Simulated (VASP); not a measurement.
## A VASP 6.6.1 single-point calculation on CaO

INCAR

```
GGA = CA
AMIX = 0.05
NSW = 0
LREAL = .FALSE.
NBANDS = 20
ISMEAR = 0
SIGMA = 0.01
LWAVE = .FALSE.
PREC = Accurate
IBRION = -1
EDIFF = 1E-7
LASPH = .TRUE.
ISIF = 2
LCHARG = .FALSE.
NELM = 89
ENCUT = 520
```

KPOINTS

```
KPOINTS created by Atomic Simulation Environment
0
Monkhorst-Pack
8 8 8
0 0 0
```

POSCAR

```
Ca O
 1.0000000000000000
     2.9032089642333831    0.0000000000000000   -0.0000000000000000
    -0.0000000000000000    2.9032089642333831    0.0000000000000000
    -0.0000000000000000    0.0000000000000000    2.9032089642333831
 Ca  O
   1   1
Cartesian
  0.0000000000000000 -0.0000000000000000 -0.0000000000000000
  1.4516044821166916  1.4516044821166916  1.4516044821166916
```

The recommended LDA PAW datasets give the neutral cell 16 valence electrons.

Command

```
mpirun -np 1 vasp_std
```

OSZICAR

```
N       E                     dE             d eps       ncg     rms          rms(c)
DAV:   1     0.124197713642E+03    0.12420E+03   -0.78647E+03   800   0.840E+02
DAV:   2    -0.100078427510E+02   -0.13421E+03   -0.12489E+03   888   0.250E+02
DAV:   3    -0.147899343597E+02   -0.47821E+01   -0.47376E+01   964   0.458E+01
DAV:   4    -0.148660333605E+02   -0.76099E-01   -0.76048E-01   948   0.572E+00
DAV:   5    -0.148678464131E+02   -0.18131E-02   -0.18130E-02   968   0.792E-01    0.807E+00
DAV:   6    -0.144180543029E+02    0.44979E+00   -0.43506E-02  1016   0.223E+00    0.690E+00
DAV:   7    -0.133916438920E+02    0.10264E+01   -0.12390E+00   980   0.115E+01    0.285E+00
DAV:   8    -0.135124756947E+02   -0.12083E+00   -0.27446E-01   904   0.529E+00    0.313E+00
DAV:   9    -0.133270676595E+02    0.18541E+00   -0.69260E-02  1176   0.318E+00    0.946E-01
DAV:  10    -0.133114927927E+02    0.15575E-01   -0.39671E-02   908   0.155E+00    0.202E-01
DAV:  11    -0.133132363216E+02   -0.17435E-02   -0.44095E-03   980   0.443E-01    0.337E-01
DAV:  12    -0.133126005111E+02    0.63581E-03   -0.20930E-04  1020   0.170E-01    0.287E-01
DAV:  13    -0.133112704783E+02    0.13300E-02   -0.89800E-04  1036   0.395E-01    0.781E-02
DAV:  14    -0.133113179297E+02   -0.47451E-04   -0.17058E-04   892   0.109E-01    0.821E-02
DAV:  15    -0.133112782519E+02    0.39678E-04   -0.92448E-06  1100   0.311E-02    0.464E-02
DAV:  16    -0.133112461274E+02    0.32125E-04   -0.21043E-05  1076   0.463E-02    0.167E-02
DAV:  17    -0.133112468112E+02   -0.68376E-06   -0.29192E-06   892   0.129E-02    0.161E-02
DAV:  18    -0.133112446501E+02    0.21611E-05   -0.10115E-06   912   0.707E-03    0.920E-03
DAV:  19    -0.133112437247E+02    0.92536E-06   -0.13218E-06  1000   0.904E-03    0.980E-04
DAV:  20    -0.133112437261E+02   -0.13358E-08   -0.52796E-08   576   0.184E-03
   1 F= -.13311244E+02 E0= -.13311244E+02  d E =-.887465E-51
```

From OUTCAR

```
k-points           NKPTS =     20   k-points in BZ     NKDIM =     20   number of bands    NBANDS=     20

   NELECT =      16.0000    total number of electrons

   dimension x,y,z NGX =    24 NGY =   24 NGZ =   24
   dimension x,y,z NGXF=    48 NGYF=   48 NGZF=   48

  energy-cutoff  :      520.00
  volume of cell :       24.47
      direct lattice vectors                 reciprocal lattice vectors
     2.903208964  0.000000000  0.000000000     0.344446443  0.000000000  0.000000000
     0.000000000  2.903208964  0.000000000     0.000000000  0.344446443  0.000000000
     0.000000000  0.000000000  2.903208964     0.000000000  0.000000000  0.344446443

 k-points in reciprocal lattice and weights: KPOINTS created by Atomic Simulation Env
   0.06250000  0.06250000  0.06250000       0.016
   0.18750000  0.06250000  0.06250000       0.047
   0.31250000  0.06250000  0.06250000       0.047
   0.43750000  0.06250000  0.06250000       0.047
   0.18750000  0.18750000  0.06250000       0.047
   0.31250000  0.18750000  0.06250000       0.094
   0.43750000  0.18750000  0.06250000       0.094
   0.31250000  0.31250000  0.06250000       0.047
   ...

 E-fermi :   3.7120

 k-point     1 :       0.0625    0.0625    0.0625
  band No.  band energies     occupation
      1     -34.8319      2.00000
      2     -15.6830      2.00000
      3     -15.5973      2.00000
      4     -15.5973      2.00000
      5     -12.1032      2.00000
      6       3.1906      2.00000
      7       3.3767      2.00000
      8       3.3767      2.00000
      9       6.7974      0.00000
     10       6.7974      0.00000
     11       9.4223      0.00000
     12      12.2260      0.00000
     13      12.2260      0.00000
     14      12.4470      0.00000
     15      22.5811      0.00000
     16      22.5811      0.00000
     17      25.1087      0.00000
     18      25.8981      0.00000
     19      25.8981      0.00000
     20      30.1941      0.00000

 k-point     2 :       0.1875    0.0625    0.0625
  band No.  band energies     occupation
      1     -34.7834      2.00000
      2     -16.1199      2.00000
      3     -15.5881      2.00000
      4     -15.5603      2.00000
      5     -11.7607      2.00000
      6       2.1222      2.00000
      7       3.2561      2.00000
      8       3.2694      2.00000
      9       6.9966      0.00000
     10       7.9986      0.00000
     11      10.3079      0.00000
     12      12.0800      0.00000
     13      12.1099      0.00000
     14      12.5591      0.00000
     15      21.3164      0.00000
     16      21.8644      0.00000
     17      24.4071      0.00000
     18      25.0606      0.00000
     19      26.9599      0.00000
     20      30.2560      0.00000

 k-point     3 :       0.3125    0.0625    0.0625
  band No.  band energies     occupation
      1     -34.7137      2.00000
      2     -16.6897      2.00000
      3     -15.5266      2.00000
      4     -15.5072      2.00000
      5     -11.3441      2.00000
      6       0.9217      2.00000
      7       3.0729      2.00000
      8       3.1845      2.00000
      9       7.3172      0.00000
     10       9.6619      0.00000
     11      11.1501      0.00000
     12      12.0012      0.00000
     13      12.3275      0.00000
     14      12.7413      0.00000
     15      19.7297      0.00000
     16      20.1011      0.00000
     17      23.9345      0.00000
     18      24.1038      0.00000
     19      28.5824      0.00000
     20      30.5253      0.00000

 ...

  Total       -0.9166252     -0.9166252     -0.9166252      0.0000000     -0.0000000     -0.0000000
  in kB      -60.0160591    -60.0160591    -60.0160591      0.0000000     -0.0000000     -0.0000000
  external PRESSURE =     -60.0160591 kB  Pullay stress =       0.0000000 kB

 POSITION                                       TOTAL-FORCE (eV/Angst)
 -----------------------------------------------------------------------------------
      0.00000      0.00000      0.00000         0.000000      0.000000      0.000000
      1.45160      1.45160      1.45160         0.000000      0.000000      0.000000
 -----------------------------------------------------------------------------------
    total drift:                                0.000000      0.000000     -0.000000

  FREE ENERGIE OF THE ION-ELECTRON SYSTEM (eV)
  ---------------------------------------------------
  free  energy   TOTEN  =       -13.3112437261 eV

  energy  without entropy=      -13.3112437261  energy(sigma->0) =      -13.31124373
```

It converged. Results: gap between bands v and c on the k mesh 3.19 eV; least direct gap on the k mesh 3.42 eV; pressure -6.0 GPa. Band v is the last that the valence electrons fill when counted band by band, and c is the next.

The shifted mesh misses Γ, so a band edge there is missed.

For comparison, a separate LDA run of the intended cell, on usual settings and not on those above, gives a gap of 2.59 eV on its mesh and a pressure of -6.0 GPa.

The run above took about 4.3 s on one core of a shared host (Intel Xeon 6975P-C) and held 0.13 GiB at most.
